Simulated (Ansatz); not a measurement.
# Pb (P6_3/mmc) in Ansatz: reference runs

Reference runs on Pb: the cell as given and a disturbed copy.

Everything below comes from runs of Ansatz 0.2.0. Logs are shortened: lines on timing, memory, paths and dates and some standing lists are left out, and cuts for length are marked.

**1. The crystal as given**

Symmetry: P6_3/mmc, No. 194, hexagonal system. The conventional cell has a = 3.480 Å, b = 3.480 Å, c = 5.590 Å, α = 90.00°, β = 90.00°, γ = 120.00°. Pb (site symmetry -6m2) has 12 Pb at 3.44 to 3.48 Å as nearest neighbours.

This isn't the form of Pb at room conditions, which is fcc.

**2. Single point, PBE**

Contents of input.yaml:

```yaml
crystal:
  lattice:
    - [3.48, 0.0, 0.0]
    - [-1.74, 3.0137684052, 0.0]
    - [0.0, 0.0, 5.59]
  atoms:
    - { symbol: Pb, position: [0.6666666667, 0.3333333333, 0.75] }
    - { symbol: Pb, position: [0.3333333333, 0.6666666667, 0.25] }
kpoints:
  mp_grid: { grid: [9, 9, 5] }
scf:
  occupations: { method: fermi_dirac, width: 0.05 }
hamiltonian:
  xc: pbe
  pseudopotentials: { kind: all_electron, lapw: { basis_error: 0.001 } }
output:
  forces: true
  stress: true
  eigenvalues: true
  populations: true
```

Potentials or basis: all-electron LAPW, scalar-relativistic.

Command:

```sh
$ ansatz run input.yaml --threads 1 --pin off --max-ram 3072MiB --backend cpu --events-out ev --progress --plain --runs-dir out
```

What it wrote:

```text
Warning: RAYON_NUM_THREADS=1 ignored (pool sized by the plan → 1); use --threads N
Pb: projections on atomic orbitals take those of the free atom 1s2 2s2 2p6 3s2 3p6 3d10 4s2 4p6 4d10 4f14 5s2 5p6 5d10 6s2 6p2, of charge +0.00 (hamiltonian.pseudopotentials.projection_atoms)
LAPW: plane waves up to 6.501 Å⁻¹, error target 1.0e-3 eV per atom; small_component_spin mean_spin; Pb in spheres of 1.721 Å, 36 of its electrons in bands, Dirac shells [] (how accurate: hamiltonian.pseudopotentials.lapw.basis_error, Limitations)
Engine: ansatz 0.2.0, aarch64-unknown-linux-gnu
Pseudopotentials: kind: all_electron
Pseudopotential: Pb, LAPW, valence charge 36, lapw/all_electron/scalar/gaussian/Pb, Koelling and Harmon's equation, gaussian nucleus
Functional definition: PBE
  parameter kappa = 0.804
  parameter beta = 0.06672455060314922
  exchange = pbe_x(kappa = kappa, mu = beta*pi^2/3)
  correlation = pbe_c(beta = beta)
Crystal: 2 atoms, lattice volume = 58.627 Å³
Basis set: ecut = 161.0258611039505 eV, 287 PW (Γ), exchange–correlation at level 2
Bands: 44, of which v1, the nominal top of the filled ones, is band 36 counted from 1 (35 counted from 0)
Symmetry: 24 space group operations
Space group: P63/mmc (ITA 194), of the structure as read, at distance tolerance 3.9e-5 Å
k-points: 36 of 405
Non-local potential: Pb, projectors of the file, none
Initial density: superposition of atomic densities (chi_scale 0.1, normalization cell)
Initial wavefunctions: plane waves of lowest kinetic energy (no species holds an atomic orbital)
Functional: x = pbe(κ = 0.804, μ = 0.2195149727645171), c = pbe(β = 0.06672455060314922)
iter 1 solved again at ethr=9.19e-6 eV; its pass at ethr=1.00e-1 eV (dr2=6.62e-3 eV) is discarded
SCF iter   1: F=—  HF=-1136133.110561 eV  |F-HF|=—  |Δ(HF+E_count)|=         —  Δρ=3.52e-3  dr2=6.67e-3  ethr=9.19e-6  ⟨swp⟩=3.9  Hψ=10446  notcnv=0
preconditioner: auto → LDOS  [metal: Δε(μ)=0.107 eV  Ē_g=19.927 eV  σ=0.050 eV  W_gap=0.42  n_scr=22 (ndim 8)  ℏωp=25.7 eV  f_vac=0.023  D(μ)=1.14/eV (n_scr^D=2)  β→1.0]
iter 2 solved again at ethr=5.49e-7 eV; its pass at ethr=9.19e-6 eV (dr2=3.95e-4 eV) is discarded
SCF iter   2: F=—  HF=-1136133.102645 eV  |F-HF|=—  |Δ(HF+E_count)|=   7.92e-3  Δρ=1.01e-3  dr2=3.95e-4  ethr=5.49e-7  ⟨swp⟩=2.0  Hψ=8152  notcnv=0
SCF iter   3: F=—  HF=-1136133.085304 eV  |F-HF|=—  |Δ(HF+E_count)|=   1.73e-2  Δρ=6.90e-4  dr2=1.99e-4  ethr=5.49e-7  ⟨swp⟩=3.0  Hψ=5146  notcnv=0
SCF iter   4: F=—  HF=-1136133.084498 eV  |F-HF|=—  |Δ(HF+E_count)|=   8.07e-4  Δρ=2.66e-4  dr2=2.92e-5  ethr=2.76e-7  ⟨swp⟩=2.0  Hψ=4652  notcnv=0
SCF iter   5: F=—  HF=-1136133.084503 eV  |F-HF|=—  |Δ(HF+E_count)|=   5.50e-6  Δρ=7.30e-5  dr2=2.13e-6  ethr=4.06e-8  ⟨swp⟩=2.9  Hψ=4723  notcnv=0
SCF iter   6: F=-1136133.084507 eV  HF=-1136133.084507 eV  |F-HF|=4.94e-8  |Δ(HF+E_count)|=   3.55e-6  Δρ=8.53e-6  dr2=2.96e-8  ethr=2.95e-9  ⟨swp⟩=3.0  Hψ=4786  notcnv=0
SCF 1 converged in 6 iterations: F = -1136133.084507 eV  dr2 = 2.96e-8
SCF converged after 6 iterations
Free energy (F): -1136133.084507 eV
Harris-Foulkes:  -1136133.084507 eV  (|F-HF|=4.94e-8)
Internal energy: -1136133.074064 eV  (E = F + TS)
E sigma→0 (E₀):  -1136133.079285 eV
Entropy (-TS):   -0.010443 eV (-5.221 meV/atom)
Fermi energy:    16.302020 eV
--- Per-component energies (eV) ---
  E_band       = -4345.134525
  E_kinetic    = 1309945.103780
  E_xc         = -21161.850103
  E_electrostatic = -2424916.327741  (all electrons and nuclei)
  E_smearing   = -0.010443  (= −TS)
  E_closure    = 0.000000  (closes the sum)
  E_atoms      = -1136126.086703  (free atoms, spherical and without spin; not in F)
  Σ components = -1136133.084507   (vs F -1136133.084507, Δ=0.00e0)
  Basis errors (estimates in eV, not in F): energy 2.1e-4 per atom: plane waves 2.1e-4 (1.0e-4 summed), levels above the bands 6.2e-103, relativity 4.7e-8, radial functions 6.4e-6, core shells 1.8e-9; eigenvalues (radial functions only) 1.3e-5; not estimated: angular momenta, meshes, grids; target (lapw.basis_error) 1.0e-3; muffin-tin radii Pb 1.721 Å
--- Forces (eV/Å), atoms counted from 1 ---
  atom   1  Pb     0.00000000    -0.00000000     0.00000000
  atom   2  Pb    -0.00000000     0.00000000    -0.00000000
  max |Σ_I F_I| component: 1.45e-18 eV/Å
--- Stress (GPa, compression-positive) ---
        2.844515       0.000000       0.000000
        0.000000       2.844515      -0.000000
        0.000000      -0.000000       6.736062
  P = ⅓ Tr σ = 4.1417 GPa (41.417 kbar)
--- Band table (eV; the first three rows and the last of 36) ---
  k-point 0: bands = ["-123.3232", "-123.3231", "-112.3563", "-112.3563", "-112.3563", "-112.3563", "-112.3513", "-112.3513", "-112.3513", "-112.3513", "-112.3481", "-112.3481", "-112.3481", "-112.3481", "-112.3470", "-112.3470", "-65.1645", "-65.1645", "-65.1637", "-65.1637", "-65.1495", "-65.1453", "-0.8081", "-0.7588", "-0.7588", "-0.7587", "-0.7339", "-0.7339", "-0.6814", "-0.6814", "-0.4845", "-0.4845", "4.3503", "8.3319", "12.0109", "21.9010", "21.9010", "23.8042", "23.8042", "24.4847", "25.0942", "25.3542", "27.8372", "28.7118"]
  k-point 1: bands = ["-123.3231", "-123.3231", "-112.3563", "-112.3563", "-112.3563", "-112.3563", "-112.3513", "-112.3513", "-112.3513", "-112.3513", "-112.3481", "-112.3481", "-112.3481", "-112.3481", "-112.3470", "-112.3470", "-65.1644", "-65.1644", "-65.1638", "-65.1638", "-65.1491", "-65.1457", "-0.8006", "-0.7737", "-0.7737", "-0.7601", "-0.7444", "-0.7444", "-0.6452", "-0.6452", "-0.4951", "-0.4951", "4.5555", "7.4803", "13.2901", "22.0647", "22.0647", "22.2532", "23.6170", "23.6170", "25.1763", "25.4525", "27.2704", "28.2317"]
  k-point 2: bands = ["-123.3231", "-123.3231", "-112.3563", "-112.3563", "-112.3563", "-112.3563", "-112.3513", "-112.3513", "-112.3513", "-112.3513", "-112.3481", "-112.3481", "-112.3481", "-112.3481", "-112.3470", "-112.3470", "-65.1642", "-65.1642", "-65.1640", "-65.1640", "-65.1480", "-65.1467", "-0.7835", "-0.7806", "-0.7806", "-0.7677", "-0.7665", "-0.7665", "-0.5829", "-0.5829", "-0.5285", "-0.5285", "5.1729", "6.1874", "15.8548", "18.9388", "22.5155", "22.5155", "23.1148", "23.1148", "25.4060", "25.5931", "26.7797", "27.1921"]
  k-point 35: bands = ["-123.3231", "-123.3231", "-112.3563", "-112.3563", "-112.3563", "-112.3563", "-112.3513", "-112.3513", "-112.3513", "-112.3513", "-112.3481", "-112.3481", "-112.3481", "-112.3481", "-112.3470", "-112.3470", "-65.1662", "-65.1661", "-65.1661", "-65.1658", "-65.1471", "-65.1471", "-0.8065", "-0.8065", "-0.7466", "-0.6474", "-0.6392", "-0.6392", "-0.6196", "-0.6179", "-0.4782", "-0.4782", "9.2739", "9.2739", "13.8199", "13.8199", "14.2905", "15.3028", "21.0891", "21.0891", "24.3006", "26.2239", "26.2239", "26.8476"]
--- Löwdin populations: 2 sites ---
  site symbol       q [e]
     0     Pb     81.9776
     1     Pb     81.9776
  spilling = 0.000274 (of n_electrons = 164.000000)
```

Run time: 12 s. Hardware: 1 thread of Arm Neoverse V1, shared host; peak memory 0.32 GiB.

Results:

- Free energy: -1136133.0845 eV
- Pressure: 4.1 GPa
- Band gap on the k mesh: none (metal or under the smearing width)

Stress tensor (GPa, compression positive):
```
2.84 0.00 0.00
0.00 2.84 0.00
0.00 0.00 6.74
```

The run has no spin-orbit coupling, so splittings on Pb are missing.

**3. Single point, PBE (atoms moved at random, drawn with an rms of 0.05 Å)**

input.yaml, as its differences from that of step 2:

```diff
@@ -6,4 +6,4 @@
   atoms:
-    - { symbol: Pb, position: [0.6666666667, 0.3333333333, 0.75] }
-    - { symbol: Pb, position: [0.3333333333, 0.6666666667, 0.25] }
+    - { symbol: Pb, position: [0.67832, 0.351853, 0.746395] }
+    - { symbol: Pb, position: [0.342519, 0.6872, 0.256244] }
 kpoints:
```

Potentials or basis: all-electron LAPW, scalar-relativistic.

Command:

```sh
$ ansatz run input.yaml --threads 1 --pin off --max-ram 3072MiB --backend cpu --events-out ev --progress --plain --runs-dir out
```

Wall time 68 s (1 thread of Arm Neoverse V1, shared host); peak memory 0.71 GiB.

It converged, with:

```yaml
Free_energy: -1136133.0819 eV
Pressure: 4.2 GPa
Largest_force: 0.096 eV/Å
Band_gap_on_the_k_mesh: none (metal or under the smearing width)
```

Forces on the atoms (eV/Å):
```
Pb  -0.004  0.002  0.096
Pb   0.004 -0.002 -0.096
```

Stress tensor (GPa, compression positive):
```
 2.90  0.01 -0.01
 0.01  2.91  0.00
-0.01  0.00  6.82
```

Levels at points of the mesh, in eV from the Fermi level:
```
           k point  band 33  band 34  band 35  band 36  band 37  band 38  band 39  band 40
(0.00, 0.00, 0.00)   -11.96    -7.97    -4.29     5.57     5.61     7.47     7.53     8.18
```

The run has no spin-orbit coupling, so splittings on Pb are missing.
